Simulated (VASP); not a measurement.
Here is a VASP 6.6.1 calculation.

File INCAR:

```
SYSTEM = BN
  ALGO = Fast
  EDIFF = 1E-7
  EDIFFG = -0.002
  ENCUT = 520
  GGA = PE
  IBRION = 2
  ISIF = 4
  ISMEAR = 0
  IVDW = 12
  LASPH = .True.
  LCHARG = .False.
  LREAL = .False.
  LWAVE = .False.
  NELM = 100
  NSW = 80
  PREC = Accurate
  SIGMA = 0.02
```

The input KPOINTS:

```
k-points
0
Gamma
  9 9 4
  0 0 0
```

File POSCAR:

```
BN                                      
1.0
    2.4814876148      0.0000000000      0.0000000000
   -1.2407438074      2.1490313088      0.0000000000
    0.0000000000      0.0000000000      6.5190831670
  B               N             
     2     2
Direct
     0.3333333300000021    0.6666666699999979    0.2500000000000000
     0.6666666699999979    0.3333333300000021    0.7500000000000000
     0.3333333300000021    0.6666666699999979    0.7500000000000000
     0.6666666699999979    0.3333333300000021    0.2500000000000000
```

Potentials or basis: VASP PAW PBE potentials, release 64 (B, N).

The run is started by

```bash
$ cat potpaw_PBE.64/B/POTCAR potpaw_PBE.64/N/POTCAR > POTCAR
$ mpirun -np 1 vasp_std > vasp.out
```

(1) What does it give for the band gap on the k mesh?

(2) Estimate the dispersion energy per atom.

## Answers

(1) 4.36 eV, indirect (least direct gap 4.58 eV).

(2) -0.148 eV.

Caveat: an odd mesh through Γ misses points on the zone boundary, where band edges often lie.
